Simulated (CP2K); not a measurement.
The system is Ti.

```
CELL_PARAMETERS angstrom
2.95000 0.00000 0.00000
-1.47500 2.55477 0.00000
0.00000 0.00000 4.68000
ATOMIC_POSITIONS crystal
Ti 0.66667 0.33333 0.75000
Ti 0.33333 0.66667 0.25000
```

Base run:

| Item | Value |
| --- | --- |
| Program | CP2K 2026.2 |
| Functional | PBEsol |
| Potentials or basis | POTENTIAL_UZH Ti GTH-PBE-q12; TZVP-MOLOPT-PBE-GTH basis |
| Density cutoff | 6123 eV |
| k mesh | 10 × 10 × 6 |
| Occupations | methfessel-paxton, width 0.2 eV |
| Spin | no spin polarisation |

Its results: band gap on the k mesh none (metal or under the smearing width); pressure -5.5 GPa.

Problem. The run is repeated on the same cell with these changes: occupations from methfessel-paxton, width 0.2 eV to methfessel-paxton, width 0.1 eV; dispersion from none to D3(BJ). What comes out?

Solution. Band gap on the k mesh none (metal or under the smearing width); pressure -10.9 GPa.

Caveats: the potentials were made for another functional, which shifts forces and pressure; the basis of atomic orbitals isn't converged, which shifts pressures, moduli and gaps; pairwise dispersion overbinds metals, which lowers pressure and volume (some runs).
